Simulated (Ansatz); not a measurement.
# Tantalum, bcc under PBE: how the Methfessel-Paxton smearing moves the result

Aim: find which Methfessel-Paxton smearing width is enough for energy and pressure. The geometry was relaxed under PBE beforehand and stays fixed; 7 values are run, from 0.01 to 1.0 eV. Wanted are the values from which on the energy stays within 10 and 1 meV/atom, and the pressure within 0.5 GPa, of the narrowest run. Within the series other settings stay, but some runs also write fields, which adds to their time. Spin polarisation is left out.

Program: Ansatz 0.2.0. Level of theory: DFT PBE, plane waves with PAW, scalar-relativistic. These are calculated values, not measurements.

### Step 1. Starting point

It takes space group Im-3m (No. 229, cubic). The conventional cell has a = 3.321 Å, b = 3.321 Å, c = 3.321 Å, α = 90.00°, β = 90.00°, γ = 90.00°. Ta (site symmetry m-3m) has 8 Ta at 2.88 Å as nearest neighbours.

As a file:

```cif
data_structure
_symmetry_space_group_name_H-M 'P 1'
_symmetry_Int_Tables_number 1
_cell_length_a 2.8764
_cell_length_b 2.8764
_cell_length_c 2.8764
_cell_angle_alpha 109.471
_cell_angle_beta 109.471
_cell_angle_gamma 109.471
_cell_volume 18.32
loop_
_atom_site_label
_atom_site_type_symbol
_atom_site_fract_x
_atom_site_fract_y
_atom_site_fract_z
_atom_site_occupancy
Ta1 Ta 0.00000 0.00000 0.00000 1
```

### Step 2. With a width of 0.01 eV

The run at 0.01 eV.

input.yaml reads:

```yaml
crystal:
  lattice:
    - [-1.6607181506, 1.6607181506, 1.6607181506]
    - [1.6607181506, -1.6607181506, 1.6607181506]
    - [1.6607181506, 1.6607181506, -1.6607181506]
  atoms:
    - { symbol: Ta, position: [0.0, 0.0, 0.0] }
hamiltonian:
  xc: pbe
  pseudopotentials:
    kind: paw
    azcp:
      Ta: "pseudopotentials/Ta.paw.azcp"
basis:
  ecutwfc: 420
  fft_grid_basis: typed
kpoints:
  mp_grid: { grid: [13, 13, 13], shift: [0, 0, 0] }
magnetization:
  spin_polarized: false
scf:
  occupations: { method: methfessel_paxton, width: 0.01 }
  lower_state_search: "off"
output:
  stress: true
  write_density: true
  write_potential: true
  elf: true
  volumetric_format: npy
```

The run is started by

```
ansatz run input.yaml --threads 1 --pin off --max-ram 3584MiB --backend cpu --events-out ev --progress --plain --runs-dir out
```

Standard output, shortened:

```text
[...]
Pseudopotentials: kind: paw
Pseudopotential: Ta, paw, valence charge 13, recommended cutoff 420 eV (normal), <dir>
Functional definition: PBE
[...]
Crystal: 1 atoms, lattice volume = 18.321 Å³
Basis set: ecut = 420 eV, 369 PW (Γ)
Bands: 11, of which v1, the nominal top of the filled ones, is band 7 counted from 1 (6 counted from 0)
Symmetry: 48 space group operations
Space group: Im-3m (ITA 229), of the structure as read, at distance tolerance 2.6e-5 Å
k-points: 84 of 2197
[...]
SCF iter   1: F=—  HF=-9932.250903 eV  |F-HF|=—  |Δ(HF+E_count)|=         —  Δρ=2.10e-3  dr2=2.72e-4  ethr=1.77e-3  ⟨swp⟩=6.1  Hψ=5368  notcnv=0
[...]
SCF iter   6: F=-9932.251119 eV  HF=-9932.251119 eV  |F-HF|=1.06e-9  |Δ(HF+E_count)|=   5.05e-8  S|Δr|=    0.00e0  Δρ=6.81e-6  dr2=2.44e-9  ethr=7.69e-10  ⟨swp⟩=7.4  Hψ=4722  notcnv=0
[...]
SCF converged after 6 iterations
Stability not checked: this state was not tested for a lower state beside it, because cold or Methfessel-Paxton smearing, or corrected tetrahedra, fill the levels in a way that the test cannot read (fill_not_monotonic; see scf.lower_state_search)
Free energy (F): -9932.251119 eV
[...]
E sigma→0 (E₀):  -9932.251104 eV
Entropy (-TS):   -0.000060 eV (-0.060 meV/atom)
Fermi energy:    18.240927 eV
[...]
--- Stress (GPa, compression-positive) ---
        0.349405       0.000000       0.000000
       -0.000000       0.349405      -0.000000
        0.000000       0.000000       0.349405
  P = ⅓ Tr σ = 0.3494 GPa (3.494 kbar)
--- Band table (eV; the first three rows and the last of 84) ---
  k-point 0: bands = ["-48.8487", "-14.8184", "-14.8184", "-14.8184", "10.4483", "19.0111", "19.0111", "19.0111", "22.2265", "22.2265", "32.8352"]
[...]
```

Wall time 2.5 s (1 thread of Intel Xeon Platinum 8259CL at 2.50GHz (Skylake/Cascade Lake), shared host); peak memory 0.47 GiB.

### Step 3. With a width of 0.03 eV

The run at 0.03 eV.

input.yaml: that of step 2 with these lines changed.

```diff
@@ -21,3 +21,3 @@
 scf:
-  occupations: { method: methfessel_paxton, width: 0.01 }
+  occupations: { method: methfessel_paxton, width: 0.03 }
   lower_state_search: "off"
@@ -25,5 +25 @@
   stress: true
-  write_density: true
-  write_potential: true
-  elf: true
-  volumetric_format: npy
```

The run is started by

```
ansatz run input.yaml --threads 1 --pin off --max-ram 3584MiB --backend cpu --events-out ev --progress --plain --runs-dir out
```

Standard output, shortened:

```text
[...]
[... 3 set-up lines as earlier in the session ...]
[...]
Crystal: 1 atoms, lattice volume = 18.321 Å³
Basis set: ecut = 420 eV, 369 PW (Γ)
Bands: 11, of which v1, the nominal top of the filled ones, is band 7 counted from 1 (6 counted from 0)
[... 2 set-up lines as earlier in the session ...]
k-points: 84 of 2197
[...]
SCF iter   1: F=—  HF=-9932.251175 eV  |F-HF|=—  |Δ(HF+E_count)|=         —  Δρ=2.11e-3  dr2=2.79e-4  ethr=1.77e-3  ⟨swp⟩=6.1  Hψ=5461  notcnv=0
[...]
SCF iter   6: F=-9932.251215 eV  HF=-9932.251215 eV  |F-HF|=2.60e-10  |Δ(HF+E_count)|=   4.12e-8  S|Δr|=    0.00e0  Δρ=3.60e-6  dr2=7.05e-10  ethr=7.69e-10  ⟨swp⟩=3.9  Hψ=2534  notcnv=0
[...]
SCF converged after 6 iterations
Stability not checked: this state was not tested for a lower state beside it, because cold or Methfessel-Paxton smearing, or corrected tetrahedra, fill the levels in a way that the test cannot read (fill_not_monotonic; see scf.lower_state_search)
Free energy (F): -9932.251215 eV
[...]
E sigma→0 (E₀):  -9932.251199 eV
Entropy (-TS):   -0.000064 eV (-0.064 meV/atom)
Fermi energy:    18.241546 eV
[...]
--- Stress (GPa, compression-positive) ---
        0.363489      -0.000000      -0.000000
        0.000000       0.363489      -0.000000
        0.000000       0.000000       0.363489
  P = ⅓ Tr σ = 0.3635 GPa (3.635 kbar)
```

Run time: 1.8 s. Hardware: 1 thread of Intel Xeon Platinum 8259CL at 2.50GHz (Skylake/Cascade Lake), shared host; peak memory 0.46 GiB.

### Step 4. With a width of 0.1 eV

The run at 0.1 eV.

input.yaml: that of step 3 with these lines changed.

```diff
@@ -21,3 +21,3 @@
 scf:
-  occupations: { method: methfessel_paxton, width: 0.03 }
+  occupations: { method: methfessel_paxton, width: 0.1 }
   lower_state_search: "off"
```

The run is started by

```
ansatz run input.yaml --threads 1 --pin off --max-ram 3584MiB --backend cpu --events-out ev --progress --plain --runs-dir out
```

Standard output, shortened:

```text
[...]
[... 3 set-up lines as earlier in the session ...]
[...]
Crystal: 1 atoms, lattice volume = 18.321 Å³
Basis set: ecut = 420 eV, 369 PW (Γ)
Bands: 11, of which v1, the nominal top of the filled ones, is band 7 counted from 1 (6 counted from 0)
[... 2 set-up lines as earlier in the session ...]
k-points: 84 of 2197
[...]
SCF iter   1: F=—  HF=-9932.250661 eV  |F-HF|=—  |Δ(HF+E_count)|=         —  Δρ=2.06e-3  dr2=2.40e-4  ethr=1.77e-3  ⟨swp⟩=5.1  Hψ=5181  notcnv=0
[...]
SCF iter   5: F=-9932.250615 eV  HF=-9932.250615 eV  |F-HF|=4.66e-8  |Δ(HF+E_count)|=   9.96e-8  S|Δr|=    0.00e0  Δρ=4.22e-5  dr2=9.28e-8  ethr=7.69e-10  ⟨swp⟩=3.9  Hψ=2563  notcnv=0
[...]
SCF converged after 5 iterations
Stability not checked: this state was not tested for a lower state beside it, because cold or Methfessel-Paxton smearing, or corrected tetrahedra, fill the levels in a way that the test cannot read (fill_not_monotonic; see scf.lower_state_search)
Free energy (F): -9932.250615 eV
[...]
E sigma→0 (E₀):  -9932.250792 eV
Entropy (-TS):   0.000709 eV (0.709 meV/atom)
Fermi energy:    18.247333 eV
[...]
--- Stress (GPa, compression-positive) ---
        0.288022      -0.000000      -0.000000
       -0.000000       0.288022      -0.000000
        0.000000      -0.000000       0.288022
  P = ⅓ Tr σ = 0.2880 GPa (2.880 kbar)
```

Wall time 1.2 s (1 thread of Intel Xeon Platinum 8259CL at 2.50GHz (Skylake/Cascade Lake), shared host); peak memory 0.46 GiB.

### Step 5. With a width of 0.2 eV

The run at 0.2 eV.

input.yaml: that of step 4 with these lines changed.

```diff
@@ -21,3 +21,3 @@
 scf:
-  occupations: { method: methfessel_paxton, width: 0.1 }
+  occupations: { method: methfessel_paxton, width: 0.2 }
   lower_state_search: "off"
@@ -25 +25,5 @@
   stress: true
+  write_density: true
+  write_potential: true
+  elf: true
+  volumetric_format: npy
```

The run is started by

```
ansatz run input.yaml --threads 1 --pin off --max-ram 3584MiB --backend cpu --events-out ev --progress --plain --runs-dir out
```

Standard output, shortened:

```text
[...]
[... 3 set-up lines as earlier in the session ...]
[...]
Crystal: 1 atoms, lattice volume = 18.321 Å³
Basis set: ecut = 420 eV, 369 PW (Γ)
Bands: 11, of which v1, the nominal top of the filled ones, is band 7 counted from 1 (6 counted from 0)
[... 2 set-up lines as earlier in the session ...]
k-points: 84 of 2197
[...]
SCF iter   1: F=—  HF=-9932.250638 eV  |F-HF|=—  |Δ(HF+E_count)|=         —  Δρ=2.05e-3  dr2=2.24e-4  ethr=1.77e-3  ⟨swp⟩=5.1  Hψ=4878  notcnv=0
[...]
SCF iter   5: F=-9932.250786 eV  HF=-9932.250786 eV  |F-HF|=4.45e-8  |Δ(HF+E_count)|=   1.12e-7  S|Δr|=    0.00e0  Δρ=4.08e-5  dr2=8.64e-8  ethr=7.69e-10  ⟨swp⟩=8.3  Hψ=5602  notcnv=0
[...]
SCF converged after 5 iterations
Stability not checked: this state was not tested for a lower state beside it, because cold or Methfessel-Paxton smearing, or corrected tetrahedra, fill the levels in a way that the test cannot read (fill_not_monotonic; see scf.lower_state_search)
Free energy (F): -9932.250786 eV
[...]
E sigma→0 (E₀):  -9932.250496 eV
Entropy (-TS):   -0.001161 eV (-1.161 meV/atom)
Fermi energy:    18.252184 eV
[...]
--- Stress (GPa, compression-positive) ---
        0.097670       0.000000       0.000000
        0.000000       0.097670       0.000000
       -0.000000       0.000000       0.097670
  P = ⅓ Tr σ = 0.0977 GPa (0.977 kbar)
--- Band table (eV; the first three rows and the last of 84) ---
  k-point 0: bands = ["-48.8438", "-14.8141", "-14.8141", "-14.8141", "10.4484", "19.0133", "19.0133", "19.0133", "22.2285", "22.2285", "32.8350"]
[...]
```

Wall time 1.8 s (1 thread of Intel Xeon Platinum 8259CL at 2.50GHz (Skylake/Cascade Lake), shared host); peak memory 0.47 GiB.

### Step 6. With a width of 0.3 eV

The run at 0.3 eV.

input.yaml: that of step 5 with these lines changed.

```diff
@@ -21,3 +21,3 @@
 scf:
-  occupations: { method: methfessel_paxton, width: 0.2 }
+  occupations: { method: methfessel_paxton, width: 0.3 }
   lower_state_search: "off"
@@ -25,5 +25 @@
   stress: true
-  write_density: true
-  write_potential: true
-  elf: true
-  volumetric_format: npy
```

The run is started by

```
ansatz run input.yaml --threads 1 --pin off --max-ram 3584MiB --backend cpu --events-out ev --progress --plain --runs-dir out
```

Standard output, shortened:

```text
[...]
[... 3 set-up lines as earlier in the session ...]
[...]
Crystal: 1 atoms, lattice volume = 18.321 Å³
Basis set: ecut = 420 eV, 369 PW (Γ)
Bands: 11, of which v1, the nominal top of the filled ones, is band 7 counted from 1 (6 counted from 0)
[... 2 set-up lines as earlier in the session ...]
k-points: 84 of 2197
[...]
SCF iter   1: F=—  HF=-9932.251253 eV  |F-HF|=—  |Δ(HF+E_count)|=         —  Δρ=2.06e-3  dr2=2.23e-4  ethr=1.77e-3  ⟨swp⟩=5.2  Hψ=4857  notcnv=0
[...]
SCF iter   5: F=-9932.251342 eV  HF=-9932.251342 eV  |F-HF|=3.25e-8  |Δ(HF+E_count)|=   1.04e-7  S|Δr|=    0.00e0  Δρ=3.47e-5  dr2=6.29e-8  ethr=7.69e-10  ⟨swp⟩=3.8  Hψ=2512  notcnv=0
[...]
SCF converged after 5 iterations
Stability not checked: this state was not tested for a lower state beside it, because cold or Methfessel-Paxton smearing, or corrected tetrahedra, fill the levels in a way that the test cannot read (fill_not_monotonic; see scf.lower_state_search)
Free energy (F): -9932.251342 eV
[...]
E sigma→0 (E₀):  -9932.250942 eV
Entropy (-TS):   -0.001601 eV (-1.601 meV/atom)
Fermi energy:    18.263419 eV
[...]
--- Stress (GPa, compression-positive) ---
       -0.093666      -0.000000      -0.000000
       -0.000000      -0.093666       0.000000
       -0.000000       0.000000      -0.093666
  P = ⅓ Tr σ = -0.0937 GPa (-0.937 kbar)
```

Wall time 1.1 s (1 thread of Intel Xeon Platinum 8259CL at 2.50GHz (Skylake/Cascade Lake), shared host); peak memory 0.45 GiB.

### Step 7. With a width of 0.6 eV

The run at 0.6 eV.

input.yaml: that of step 6 with these lines changed.

```diff
@@ -21,3 +21,3 @@
 scf:
-  occupations: { method: methfessel_paxton, width: 0.3 }
+  occupations: { method: methfessel_paxton, width: 0.6 }
   lower_state_search: "off"
@@ -25 +25,5 @@
   stress: true
+  write_density: true
+  write_potential: true
+  elf: true
+  volumetric_format: npy
```

The run is started by

```
ansatz run input.yaml --threads 1 --pin off --max-ram 3584MiB --backend cpu --events-out ev --progress --plain --runs-dir out
```

Standard output, shortened:

```text
[...]
[... 3 set-up lines as earlier in the session ...]
[...]
Crystal: 1 atoms, lattice volume = 18.321 Å³
Basis set: ecut = 420 eV, 369 PW (Γ)
Bands: 11, of which v1, the nominal top of the filled ones, is band 7 counted from 1 (6 counted from 0)
[... 2 set-up lines as earlier in the session ...]
k-points: 84 of 2197
[...]
SCF iter   1: F=—  HF=-9932.255639 eV  |F-HF|=—  |Δ(HF+E_count)|=         —  Δρ=2.04e-3  dr2=1.89e-4  ethr=1.77e-3  ⟨swp⟩=5.2  Hψ=4900  notcnv=0
[...]
SCF iter   5: F=-9932.255542 eV  HF=-9932.255542 eV  |F-HF|=5.32e-9  |Δ(HF+E_count)|=   3.24e-8  S|Δr|=    0.00e0  Δρ=1.46e-5  dr2=1.09e-8  ethr=7.69e-10  ⟨swp⟩=7.0  Hψ=4178  notcnv=0
[...]
SCF converged after 5 iterations
Stability not checked: this state was not tested for a lower state beside it, because cold or Methfessel-Paxton smearing, or corrected tetrahedra, fill the levels in a way that the test cannot read (fill_not_monotonic; see scf.lower_state_search)
Free energy (F): -9932.255542 eV
[...]
E sigma→0 (E₀):  -9932.251756 eV
Entropy (-TS):   -0.015144 eV (-15.144 meV/atom)
Fermi energy:    18.299203 eV
[...]
--- Stress (GPa, compression-positive) ---
       -0.358334      -0.000000      -0.000000
        0.000000      -0.358334      -0.000000
        0.000000       0.000000      -0.358334
  P = ⅓ Tr σ = -0.3583 GPa (-3.583 kbar)
--- Band table (eV; the first three rows and the last of 84) ---
  k-point 0: bands = ["-48.8323", "-14.8035", "-14.8035", "-14.8035", "10.4487", "19.0188", "19.0188", "19.0188", "22.2335", "22.2335", "32.8347"]
[...]
```

Wall time 2.2 s (1 thread of Intel Xeon Platinum 8259CL at 2.50GHz (Skylake/Cascade Lake), shared host); peak memory 0.46 GiB.

### Step 8. With a width of 1.0 eV

The run at 1.0 eV.

input.yaml: that of step 7 with these lines changed.

```diff
@@ -21,3 +21,3 @@
 scf:
-  occupations: { method: methfessel_paxton, width: 0.6 }
+  occupations: { method: methfessel_paxton, width: 1.0 }
   lower_state_search: "off"
@@ -25,5 +25 @@
   stress: true
-  write_density: true
-  write_potential: true
-  elf: true
-  volumetric_format: npy
```

The run is started by

```
ansatz run input.yaml --threads 1 --pin off --max-ram 3584MiB --backend cpu --events-out ev --progress --plain --runs-dir out
```

Standard output, shortened:

```text
band count auto-derived: 12 (N_el = 13.0; filled up to band 7; 11 by the electrons, moments and atoms)
[...]
[... 3 set-up lines as earlier in the session ...]
[...]
Crystal: 1 atoms, lattice volume = 18.321 Å³
Basis set: ecut = 420 eV, 369 PW (Γ)
Bands: 12, of which v1, the nominal top of the filled ones, is band 7 counted from 1 (6 counted from 0)
[... 2 set-up lines as earlier in the session ...]
k-points: 84 of 2197
[...]
SCF iter   1: F=—  HF=-9932.270463 eV  |F-HF|=—  |Δ(HF+E_count)|=         —  Δρ=2.13e-3  dr2=2.20e-4  ethr=1.77e-3  ⟨swp⟩=5.2  Hψ=5185  notcnv=0
[...]
SCF iter   4: F=-9932.270303 eV  HF=-9932.270303 eV  |F-HF|=2.84e-9  |Δ(HF+E_count)|=   7.28e-6  S|Δr|=    0.00e0  Δρ=1.43e-5  dr2=9.90e-9  ethr=7.69e-10  ⟨swp⟩=3.1  Hψ=3691  notcnv=0
[...]
SCF converged after 4 iterations
Stability not checked: this state was not tested for a lower state beside it, because cold or Methfessel-Paxton smearing, or corrected tetrahedra, fill the levels in a way that the test cannot read (fill_not_monotonic; see scf.lower_state_search)
Free energy (F): -9932.270303 eV
[...]
E sigma→0 (E₀):  -9932.258015 eV
Entropy (-TS):   -0.049154 eV (-49.154 meV/atom)
Fermi energy:    18.336901 eV
[...]
--- Stress (GPa, compression-positive) ---
       -0.262373      -0.000000       0.000000
       -0.000000      -0.262373      -0.000000
       -0.000000      -0.000000      -0.262373
  P = ⅓ Tr σ = -0.2624 GPa (-2.624 kbar)
```

It took 1.6 s on 1 thread of Intel Xeon Platinum 8259CL at 2.50GHz (Skylake/Cascade Lake), shared host; peak memory 0.46 GiB.

### Step 9. Convergence table

Differences are taken from the run at 0.01 eV.

```tsv
smearing (eV)	F (meV/atom)	E(σ → 0) (meV/atom)	P (GPa)	SCF cycles	CPU time
0.01	0.00	0.00	0.35	6	2.5 s
0.03	-0.10	-0.10	0.36	6	1.8 s
0.1	0.50	0.31	0.29	5	1.2 s
0.2	0.33	0.61	0.10	5	1.8 s
0.3	-0.22	0.16	-0.09	5	1.1 s
0.6	-4.42	-0.65	-0.36	5	2.2 s
1.0	-19.18	-6.91	-0.26	4	1.6 s
```

### Step 10. Outcome

| quantity | value |
| --- | --- |
| E(σ → 0) stays within 10 meV/atom of 0.01 eV | up to 1.0 eV |
| E(σ → 0) stays within 1 meV/atom | up to 0.6 eV |
| pressure stays within 0.5 GPa | up to 0.3 eV |
| pressure at 0.01 eV | 0.35 GPa |
| energy of a separate run on a finer mesh (22×22×22) | +0.7 meV/atom from 0.01 eV |

What this shows: At 1.0 eV the energy differs by -6.9 meV/atom and the pressure by -0.6 GPa. Over the range F shifts by -19.2 meV/atom, while E(σ → 0) shifts by -6.9. This scheme cancels the term in the square of the width, so F moves little up to 0.2 eV. The mesh (13×13×13) is fixed, so the narrowest widths carry a k-point error of their own. The yardstick itself is unsettled by 0.7 meV/atom against the finer mesh, so the thresholds above hold only within this series, and wider smearing, which averages over more states, can land nearer the fine-mesh value than the narrowest does.
